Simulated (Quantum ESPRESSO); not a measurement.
**Nb under changes of volume**

One of the cells (18.428 Å³/atom); the others are scaled copies at fixed shape and fractional positions:

```
Nb
1.0
    -1.66395    1.66395    1.66395
     1.66395   -1.66395    1.66395
     1.66395    1.66395   -1.66395
Nb
1
Direct
  0.00000 0.00000 0.00000
```

- Program: Quantum ESPRESSO 7.5
- Functional: PBE
- Potentials or basis: SSSP 1.3 efficiency PBE
- Cutoff: 748 eV
- Density cutoff: 5987 eV
- k mesh: 11 × 11 × 11
- Occupations: fermi-dirac, width 0.05 eV
- Spin: no spin polarisation

```tsv
volume (Å³/atom)	energy over the lowest point (meV/atom)	pressure (GPa)
17.322	25.51	9.2
17.691	8.26	5.1
18.060	0.00	1.4
18.428	?	?
18.797	7.82	-5.3
19.165	22.67	-8.2
19.534	43.95	-10.8
```

**Question.** What does the run at 18.428 Å³/atom give?

**Answer.** Energy over the lowest point 0.04 meV/atom; pressure -2.1 GPa.

Worked out: A Birch-Murnaghan fit of order 3 (a polynomial in V^(-2/3)) to the other rows has its minimum at 18.24 Å³/atom with B0 = V·E''(V) = 172 GPa and B' = 3.0. It gives 0.09 meV/atom at 18.428 Å³/atom, against the run's 0.04, and -dE/dV = -1.7 GPa, against -2.1.

Energies are extrapolated to zero smearing.
